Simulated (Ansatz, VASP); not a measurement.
## Cross-check of GaN between VASP and Ansatz

Wanted: the spread between two codes on one cell, functional and k mesh. The cell is taken from a series of runs on this material, whose earlier steps may have relaxed, scaled, displaced or heated it; both programs get it as it stands.

Program: Ansatz 0.2.0. Level of theory: plane waves, with VASP 6.6.1 beside it; zone-centre phonons at LDA. Results are calculated unless marked as measured.

### Step 1. The structure

Symmetry: I-4m2, No. 119, tetragonal system. The conventional cell has a = 3.173 Å, b = 3.173 Å, c = 4.366 Å, α = 90.00°, β = 90.00°, γ = 90.00°. N has 4 Ga at 1.93 Å nearest. Nearest to Ga lie 4 N at 1.93 Å. Farther neighbours and most contacts between anions are not listed.

As a file:

```xyz
2
Lattice="0.0000 2.2438 2.1831 2.2438 0.0000 2.1831 2.2438 2.2438 0.0000" Properties=species:S:1:pos:R:3 pbc="T T T"
N     1.1219    1.1219    1.0915
Ga    0.0000    0.0000    0.0000
```

### Step 2. VASP: zone-centre phonons, LDA

Second derivatives magnify differences that forces hide, and they need a tight electronic threshold.

Lines of VASP's logs that name or quote its potential files are left out, and so is its time.

Input file INCAR:

```
SYSTEM = GaN
PREC = Accurate
ENCUT = 600
EDIFF = 1E-08
NELM = 120
ISMEAR = 0
SIGMA = 0.01
LREAL = .FALSE.
ALGO = Normal
GGA = CA
NBANDS = 15
LORBIT = 11
LWAVE = .FALSE.
LCHARG = .FALSE.
ISIF = 2
IBRION = 8
LEPSILON = .TRUE.
LASPH = .TRUE.
GGA_COMPAT = .FALSE.
EFERMI = MIDGAP
KPAR = 2
```

Input file POSCAR:

```
GaN
1.0
    0.0000000000      2.2437679624      2.1830504626
    2.2437679624      0.0000000000      2.1830504626
    2.2437679624      2.2437679624      0.0000000000
N Ga
1 1
Direct
    0.2500000000      0.2500000000      0.2500000000
    0.0000000000      0.0000000000      0.0000000000
```

Input file KPOINTS:

```
Automatic mesh
0
Gamma
12 12 12
0 0 0
```

Potentials, in the order of the species: N and Ga_d (LDA family, release 64).

Run with:

```sh
> mpirun -np 2 vasp_std
```

Numbers of over 12 decimals in the logs are rounded to 6 here.

What it wrote:

```text
[banner, memory and clock lines left out]
running    2 mpi-ranks, on    1 nodes
 distrk:  each k-point on    1 cores,    2 groups
 distr:  one band on    1 cores,    1 groups

 POSCAR found type information on POSCAR N Ga
 POSCAR found :  2 types and       2 ions
 LDA part: xc-table for (Slater(with rela. corr.)+CA(PZ))
 , standard interpolation
 POSCAR, INCAR and KPOINTS ok, starting setup
 FFT: planning ... GRIDC
 FFT: planning ... GRID_SOFT
 FFT: planning ... GRID
 WAVECAR not read
 entering main loop
       N       E                     dE             d eps       ncg     rms          rms(c)
DAV:   1     0.863767785618E+02    0.86377E+02   -0.10212E+04  5465   0.236E+03
DAV:   2    -0.987544268977E+01   -0.96252E+02   -0.89274E+02  5618   0.357E+02
DAV:   3    -0.159622038736E+02   -0.60868E+01   -0.60616E+01  5653   0.757E+01
DAV:   4    -0.160283960563E+02   -0.66192E-01   -0.66182E-01  6049   0.843E+00
DAV:   5    -0.160292544212E+02   -0.85836E-03   -0.85836E-03  5898   0.908E-01    0.763E+00
DAV:   6    -0.139936987596E+02    0.20356E+01   -0.52124E+00  7335   0.444E+01    0.265E+00
DAV:   7    -0.139666868960E+02    0.27012E-01   -0.27000E-01  5675   0.643E+00    0.168E+00
DAV:   8    -0.139417949142E+02    0.24892E-01   -0.69124E-02  5779   0.302E+00    0.689E-01
DAV:   9    -0.139385042915E+02    0.32906E-02   -0.12761E-02  6692   0.255E+00    0.194E-01
DAV:  10    -0.139385515570E+02   -0.47266E-04   -0.15986E-03  6129   0.588E-01    0.748E-02
DAV:  11    -0.139384884717E+02    0.63085E-04   -0.21402E-04  7384   0.272E-01    0.993E-03
DAV:  12    -0.139384903914E+02   -0.19197E-05   -0.17262E-05  5611   0.485E-02    0.123E-03
DAV:  13    -0.139384903747E+02    0.16636E-07   -0.58970E-07  7598   0.152E-02    0.876E-04
DAV:  14    -0.139384903772E+02   -0.25125E-08   -0.31813E-08  5551   0.178E-03
   1 F= -.13938490E+02 E0= -.13938490E+02  d E =0.000000E+00
 Linear response reoptimize wavefunctions to high precision
DAV:   1    -0.139384903770E+02    0.23965E-09   -0.16571E-09  4322   0.518E-04
DAV:   2    -0.139384903771E+02   -0.65484E-10   -0.47038E-10  3222   0.207E-04
 Linear response G [H, r] |phi>, progress :
  Direction:   1
       N       E                     dE             d eps       ncg     rms
 LRF_COMMUTATOR internal error: the vector H(1)-e(1) S(1) |phi(0)> is not orthog
 onal to |phi(0)> (1.362853184037737E-004,1.012384620580065E-014)
 LRF_COMMUTATOR internal error: the vector H(1)-e(1) S(1) |phi(0)> is not orthog
 onal to |phi(0)> (-1.093470974453531E-004,2.192690473634684E-015)
 LRF_COMMUTATOR internal error: the vector H(1)-e(1) S(1) |phi(0)> is not orthog
 onal to |phi(0)> (1.144007028297976E-004,-4.301073386336896E-014)
 LRF_COMMUTATOR internal error: the vector H(1)-e(1) S(1) |phi(0)> is not orthog
 onal to |phi(0)> (-1.028240893266030E-004,-5.134781488891349E-015)
 LRF_COMMUTATOR internal error: the vector H(1)-e(1) S(1) |phi(0)> is not orthog
 onal to |phi(0)> (1.214012966808120E-004,5.356826093816380E-015)
 LRF_COMMUTATOR internal error: the vector H(1)-e(1) S(1) |phi(0)> is not orthog
 onal to |phi(0)> (1.213245292174120E-004,4.246603069191224E-015)
 LRF_COMMUTATOR internal error: the vector H(1)-e(1) S(1) |phi(0)> is not orthog
 onal to |phi(0)> (-1.101628661031029E-004,1.276756478318930E-015)
 LRF_COMMUTATOR internal error: the vector H(1)-e(1) S(1) |phi(0)> is not orthog
 onal to |phi(0)> (-1.288223023470161E-004,-4.440892098500626E-016)
 LRF_COMMUTATOR internal error: the vector H(1)-e(1) S(1) |phi(0)> is not orthog
 onal to |phi(0)> (1.310307262075948E-004,3.066991105526995E-015)
 LRF_COMMUTATOR internal error: the vector H(1)-e(1) S(1) |phi(0)> is not orthog
 onal to |phi(0)> (-1.013613986876050E-004,-3.608224830031759E-016)
 LRF_COMMUTATOR internal error: the vector H(1)-e(1) S(1) |phi(0)> is not orthog
 onal to |phi(0)> (-1.090236091474267E-004,1.623701173514291E-015)
 LRF_COMMUTATOR internal error: the vector H(1)-e(1) S(1) |phi(0)> is not orthog
 onal to |phi(0)> (1.134650094416229E-004,2.661065812148422E-015)
 LRF_COMMUTATOR internal error: the vector H(1)-e(1) S(1) |phi(0)> is not orthog
 onal to |phi(0)> (-1.008358599476639E-004,2.026157019940911E-015)
 LRF_COMMUTATOR internal error: the vector H(1)-e(1) S(1) |phi(0)> is not orthog
 onal to |phi(0)> (1.210931214481155E-004,4.808653475407709E-015)
 LRF_COMMUTATOR internal error: the vector H(1)-e(1) S(1) |phi(0)> is not orthog
 onal to |phi(0)> (-1.075589761669882E-004,2.220446049250313E-016)
RMM:   1    -0.450392372756E+02   -0.45039E+02    0.91569E+00  5945   0.276E+02
 LRF_COMMUTATOR internal error: the vector H(1)-e(1) S(1) |phi(0)> is not orthog
 onal to |phi(0)> (1.362853184037737E-004,1.012384620580065E-014)
 LRF_COMMUTATOR internal error: the vector H(1)-e(1) S(1) |phi(0)> is not orthog
 onal to |phi(0)> (-1.093470974453531E-004,2.192690473634684E-015)
 LRF_COMMUTATOR internal error: the vector H(1)-e(1) S(1) |phi(0)> is not orthog
 onal to |phi(0)> (1.144007028297976E-004,-4.301073386336896E-014)
[...]
dielectric tensor                  component  3 :     1.588    -1.002     5.885
 Linear response to external field, progress :
  Direction:   1
       N       E                     dE             d eps       ncg     rms          rms(c)
RMM:   1    -0.454813656298E-01   -0.45481E-01    0.17385E+00 15463   0.751E+00
[...]
RMM:   4    -0.298336750424E+00   -0.81172E-02   -0.42308E-03 16938   0.568E-01    0.335E-02
RMM:   5    -0.298428289417E+00   -0.91539E-04   -0.28324E-04 17638   0.139E-01    0.284E-02
RMM:   6    -0.298452165659E+00   -0.23876E-04   -0.25203E-05 17401   0.362E-02    0.105E-02
RMM:   7    -0.298687706371E+00   -0.23554E-03   -0.39256E-06 17073   0.146E-02    0.157E-03
RMM:   8    -0.298682785807E+00    0.49206E-05   -0.44327E-07 17725   0.423E-03    0.260E-04
RMM:   9    -0.298686735907E+00   -0.39501E-05   -0.79126E-08 17710   0.101E-03    0.126E-04
RMM:  10    -0.298684236948E+00    0.24990E-05   -0.37950E-08 17444   0.337E-04    0.386E-05
RMM:  11    -0.298684428999E+00   -0.19205E-06   -0.17170E-08 12801   0.106E-04    0.824E-06
 change of polarisation eV/A/(eV/A) component  3 :     0.160     0.021     0.567
 dielectric tensor                  component  3 :     1.318     0.177     5.667
 Linear response DOF=           4
 Linear response progress:
  Degree of freedom:   1/  4
       N       E                     dE             d eps       ncg     rms          rms(c)
RMM:   1    -0.236432914363E+00   -0.23643E+00    0.91594E-02 33759   0.407E+00
RMM:   2    -0.227263933953E+00    0.91690E-02   -0.89265E-03 24779   0.105E+00    0.145E-01
RMM:   3    -0.228333264442E+00   -0.10693E-02   -0.15721E-03 27391   0.339E-01    0.709E-02
RMM:   4    -0.229556334241E+00   -0.12231E-02   -0.36736E-04 27227   0.135E-01    0.177E-02
RMM:   5    -0.229635867822E+00   -0.79534E-04   -0.12400E-05 28059   0.315E-02    0.263E-03
RMM:   6    -0.229585422627E+00    0.50445E-04   -0.86074E-07 27517   0.802E-03    0.121E-03
RMM:   7    -0.229578948191E+00    0.64744E-05   -0.43000E-08 28933   0.199E-03    0.196E-04
RMM:   8    -0.229577448648E+00    0.14995E-05   -0.70719E-09 28471   0.508E-04    0.262E-05
RMM:   9    -0.229577111870E+00    0.33678E-06   -0.37000E-09 28896   0.154E-04    0.107E-05
RMM:  10    -0.229577276991E+00   -0.16512E-06   -0.29914E-09 28295   0.640E-05    0.129E-06
RMM:  11    -0.229577278021E+00   -0.10297E-08   -0.28651E-09 28667   0.313E-05    0.378E-07
 first order change of Fermi-energy   0.17442E-03
 force on displaced ion       1 direction 1 : -13.688  -0.000  -0.000
 Born effective charge ion    1 direction 1 :  -2.640   0.000   0.000
 Linear response progress:
  Degree of freedom:   2/  4
       N       E                     dE             d eps       ncg     rms          rms(c)
RMM:   1    -0.235911613005E+00   -0.23591E+00    0.93617E-02 19324   0.404E+00
RMM:   2    -0.227442853958E+00    0.84688E-02   -0.85862E-03 14488   0.103E+00    0.144E-01
RMM:   3    -0.228517902017E+00   -0.10750E-02   -0.15382E-03 16059   0.334E-01    0.707E-02
RMM:   4    -0.229742206054E+00   -0.12243E-02   -0.34886E-04 15906   0.132E-01    0.179E-02
RMM:   5    -0.229833297701E+00   -0.91092E-04   -0.12278E-05 16551   0.310E-02    0.282E-03
RMM:   6    -0.229777940686E+00    0.55357E-04   -0.88778E-07 16056   0.800E-03    0.127E-03
RMM:   7    -0.229770884482E+00    0.70562E-05   -0.42475E-08 16996   0.200E-03    0.172E-04
RMM:   8    -0.229769394450E+00    0.14900E-05   -0.27114E-09 16622   0.501E-04    0.242E-05
RMM:   9    -0.229769047888E+00    0.34656E-06    0.40420E-11 16946   0.153E-04    0.109E-05
RMM:  10    -0.229769187256E+00   -0.13937E-06   -0.28323E-10 16681   0.637E-05    0.168E-06
RMM:  11    -0.229769206576E+00   -0.19320E-07   -0.34585E-10 16731   0.311E-05    0.670E-07
RMM:  12    -0.229769197609E+00    0.89671E-08   -0.31743E-10 15632   0.216E-05    0.113E-07
 first order change of Fermi-energy   0.13486E-02
 force on displaced ion       1 direction 3 :  -0.000  -0.000 -13.223
 Born effective charge ion    1 direction 3 :   0.000   0.000  -2.593
 Linear response progress:
  Degree of freedom:   3/  4
       N       E                     dE             d eps       ncg     rms          rms(c)
RMM:   1    -0.163470757132E+00   -0.16347E+00    0.26937E-01 18242   0.924E+00
RMM:   2    -0.161173683459E+00    0.22971E-02   -0.34996E-02 27856   0.169E+00    0.565E-02
RMM:   3    -0.161353790819E+00   -0.18011E-03   -0.25152E-03 28190   0.403E-01    0.342E-02
RMM:   4    -0.160978665882E+00    0.37512E-03   -0.16877E-04 29718   0.112E-01    0.366E-03
RMM:   5    -0.160989841689E+00   -0.11176E-04   -0.10407E-05 30353   0.321E-02    0.218E-03
RMM:   6    -0.160984448214E+00    0.53935E-05   -0.13055E-06 30487   0.101E-02    0.327E-04
RMM:   7    -0.160984508136E+00   -0.59922E-07   -0.31033E-08 30857   0.349E-03    0.212E-04
RMM:   8    -0.160984579287E+00   -0.71151E-07   -0.70601E-08 30610   0.119E-03    0.326E-05
RMM:   9    -0.160984538347E+00    0.40939E-07    0.49781E-09 31158   0.442E-04    0.113E-05
RMM:  10    -0.160984446139E+00    0.92208E-07   -0.81698E-09 30565   0.178E-04    0.243E-06
RMM:  11    -0.160984438857E+00    0.72821E-08   -0.29195E-08 31217   0.814E-05    0.947E-07
 first order change of Fermi-energy  -0.53208E-05
 force on displaced ion       2 direction 1 : -13.674  -0.000  -0.000
 Born effective charge ion    2 direction 1 :   2.639   0.000   0.000
 Linear response progress:
  Degree of freedom:   4/  4
       N       E                     dE             d eps       ncg     rms          rms(c)
RMM:   1    -0.162899169046E+00   -0.16290E+00    0.29333E-01 10697   0.926E+00
RMM:   2    -0.160952677635E+00    0.19465E-02   -0.34965E-02 16248   0.167E+00    0.556E-02
RMM:   3    -0.161111244946E+00   -0.15857E-03   -0.22954E-03 16580   0.386E-01    0.336E-02
RMM:   4    -0.160739493839E+00    0.37175E-03   -0.14627E-04 17235   0.108E-01    0.345E-03
RMM:   5    -0.160750420882E+00   -0.10927E-04   -0.12853E-05 17787   0.313E-02    0.206E-03
RMM:   6    -0.160745679903E+00    0.47410E-05   -0.16385E-06 17761   0.989E-03    0.315E-04
RMM:   7    -0.160745657411E+00    0.22492E-07   -0.29996E-07 17992   0.344E-03    0.148E-04
RMM:   8    -0.160745835087E+00   -0.17768E-06   -0.74714E-08 17999   0.118E-03    0.382E-05
RMM:   9    -0.160745616252E+00    0.21883E-06   -0.16632E-08 17840   0.439E-04    0.796E-06
RMM:  10    -0.160745564577E+00    0.51675E-07   -0.14785E-08 18164   0.181E-04    0.214E-06
RMM:  11    -0.160745554405E+00    0.10171E-07   -0.15894E-08 18075   0.815E-05    0.547E-07
RMM:  12    -0.160745554891E+00   -0.48606E-09   -0.36474E-09 17306   0.468E-05    0.273E-07
 first order change of Fermi-energy   0.51619E-05
 force on displaced ion       2 direction 3 :  -0.000  -0.000 -13.212
 Born effective charge ion    2 direction 3 :   0.000   0.000   2.591
 Born effective charges drift removed
 Linear response finished
```

From OUTCAR (step 2):

```text
ion  position               nearest neighbor table
   1  0.250  0.250  0.250-   2 1.93   2 1.93   2 1.93   2 1.93
   2  0.000  0.000  0.000-   1 1.93   1 1.93   1 1.93   1 1.93

  LATTYP: Found a body centered tetragonal cell.
 ALAT       =     3.1731670832
 C/A-ratio  =     1.3759442256

 Subroutine GETGRP returns: Found  8 space group operations
 (whereof  8 operations were pure point group operations)

The static configuration has the point symmetry D_2d.

 Found    163 irreducible k-points:

   k-points           NKPTS =    163   k-points in BZ     NKDIM =    163   number of bands    NBANDS=     15

   dimension x,y,z NGX =    28 NGY =   28 NGZ =   28
   dimension x,y,z NGXF=    56 NGYF=   56 NGZF=   56

   ENCUT  =  600.0 eV  44.10 Ry    6.64 a.u.   6.25  6.25  6.34*2*pi/ulx,y,z

   NELECT =      18.0000    total number of electrons

 k-points in reciprocal lattice and weights: Automatic mesh
   0.00000000  0.00000000  0.00000000       0.001
   0.08333333 -0.00000000  0.00000000       0.005
   0.16666667 -0.00000000  0.00000000       0.005
   0.25000000 -0.00000000  0.00000000       0.005
   0.33333333 -0.00000000  0.00000000       0.005
   0.41666667 -0.00000000  0.00000000       0.005
   0.50000000 -0.00000000  0.00000000       0.002
   0.08333333  0.08333333  0.00000000       0.001
   0.16666667  0.08333333  0.00000000       0.005
[...]
-0.33333333  0.16666667  0.50000000       0.002
  -0.25000000  0.25000000  0.50000000       0.001

 average (electrostatic) potential at core
       1 -61.5730       2 -64.3018

  Total        0.1471068      0.1471068      0.5982573      0.0000000      0.0000000      0.0000000
  in kB       10.7224414     10.7224414     43.6062664      0.0000000      0.0000000      0.0000000
  external PRESSURE =      21.6837164 kB  Pullay stress =       0.0000000 kB

  energy-cutoff  :      600.00
  volume of cell :       21.98
      direct lattice vectors                 reciprocal lattice vectors
     0.000000000  2.243767962  2.183050463    -0.222839442  0.222839442  0.229037307
     2.243767962  0.000000000  2.183050463     0.222839442 -0.222839442  0.229037307
     2.243767962  2.243767962  0.000000000     0.222839442  0.222839442 -0.229037307

 POSITION                                       TOTAL-FORCE (eV/Angst)
 -----------------------------------------------------------------------------------
      1.12188      1.12188      1.09153         0.000000      0.000000      0.000000
      0.00000      0.00000      0.00000        -0.000000     -0.000000     -0.000000
 -----------------------------------------------------------------------------------
    total drift:                               -0.000000     -0.000000      0.000000

 MACROSCOPIC STATIC DIELECTRIC TENSOR (including local field effects in DFT)
 ------------------------------------------------------
           5.707156     0.000000     0.000000
           0.000000     5.707156     0.000000
          -0.000000    -0.000000     5.667290
 ------------------------------------------------------

 PIEZOELECTRIC TENSOR (including local field effects)  for field in x, y, z        (C/m^2)
          XX          YY          ZZ          XY          YZ          ZX
  --------------------------------------------------------------------------------
  x    -0.00000    -0.00000     0.00000     0.00000    -0.99982     0.00000
  y     0.00000    -0.00000     0.00000     0.00000     0.00000    -0.99982
  z     0.00000     0.00000     0.00000    -1.03514     0.00000     0.00000

 BORN EFFECTIVE CHARGES (including local field effects) (in |e|, cummulative output)
 ---------------------------------------------------------------------------------
 ion    1
    1    -2.63904     0.00000     0.00000
    2     0.00000    -2.63904     0.00000
    3     0.00000     0.00000    -2.59195
 ion    2
    1     2.63904     0.00000     0.00000
    2     0.00000     2.63904     0.00000
    3     0.00000     0.00000     2.59195

 Eigenvectors and eigenvalues of the dynamical matrix
 ----------------------------------------------------

   1 f  =   16.937174 THz   106.419403 2PiTHz  564.963312 cm-1    70.046492 meV
             X         Y         Z           dx          dy          dz
      1.121884  1.121884  1.091525     0.912640   -0.000000   -0.000000
      0.000000  0.000000  0.000000    -0.408765    0.000000    0.000000

   2 f  =   16.937174 THz   106.419403 2PiTHz  564.963312 cm-1    70.046492 meV
             X         Y         Z           dx          dy          dz
      1.121884  1.121884  1.091525     0.000000    0.912640    0.000000
      0.000000  0.000000  0.000000     0.000000   -0.408765   -0.000000

   3 f  =   16.647548 THz   104.599626 2PiTHz  555.302415 cm-1    68.848694 meV
             X         Y         Z           dx          dy          dz
      1.121884  1.121884  1.091525     0.000000    0.000000   -0.912628
      0.000000  0.000000  0.000000     0.000000    0.000000    0.408791

   4 f/i=    0.002637 THz     0.016571 2PiTHz    0.087974 cm-1     0.010907 meV
             X         Y         Z           dx          dy          dz
      1.121884  1.121884  1.091525     0.000000   -0.000000    0.408791
      0.000000  0.000000  0.000000     0.000000   -0.000000    0.912628

   5 f/i=    0.003163 THz     0.019876 2PiTHz    0.105517 cm-1     0.013082 meV
             X         Y         Z           dx          dy          dz
      1.121884  1.121884  1.091525     0.369400    0.175021    0.000000
      0.000000  0.000000  0.000000     0.824751    0.390765    0.000000

   6 f/i=    0.003163 THz     0.019876 2PiTHz    0.105517 cm-1     0.013082 meV
             X         Y         Z           dx          dy          dz
      1.121884  1.121884  1.091525    -0.175021    0.369400    0.000000
      0.000000  0.000000  0.000000    -0.390765    0.824751    0.000000

 MACROSCOPIC STATIC DIELECTRIC TENSOR IONIC CONTRIBUTION
 ------------------------------------------------------
           4.190711    -0.000000     0.000000
          -0.000000     4.190711    -0.000000
           0.000000    -0.000000     4.184152
 ------------------------------------------------------

 ELASTIC MODULI CONTR FROM IONIC RELAXATION (kBar)
 Direction    XX          YY          ZZ          XY          YZ          ZX
 --------------------------------------------------------------------------------
 XX           0.0000      0.0000      0.0000      0.0000      0.0000      0.0000
 YY           0.0000      0.0000      0.0000      0.0000      0.0000      0.0000
 ZZ           0.0000      0.0000      0.0000      0.0000      0.0000      0.0000
 XY           0.0000      0.0000      0.0000   -480.3028      0.0000      0.0000
 YZ           0.0000      0.0000      0.0000      0.0000   -482.6954      0.0000
 ZX           0.0000      0.0000      0.0000      0.0000      0.0000   -467.7254
 --------------------------------------------------------------------------------

 PIEZOELECTRIC TENSOR IONIC CONTR  for field in x, y, z        (C/m^2)
          XX          YY          ZZ          XY          YZ          ZX
  --------------------------------------------------------------------------------
  x     0.00000     0.00000     0.00000    -0.00000     1.33830    -0.00000
  y     0.00000     0.00000     0.00000    -0.00000    -0.00000     1.31738
  z     0.00000     0.00000     0.00000     1.33393     0.00000    -0.00000
```

The dielectric response converges more slowly with the mesh than energies do, so tensor and charges may still move on a finer one.

[end of part 1 of 2]

[Lines on the potential files, build, host, timing and source positions are cut from VASP's logs without a mark.]

[Logs are printed without paths, hosts, clocks, repeated set-up lines and the standing remarks that a program may print on its own settings, such as how far it seeks lower states.]

[Hosts, paths, dates, database ids (printed as entryN), source tags and the programs' standing remarks are cut or masked in the printed files.]
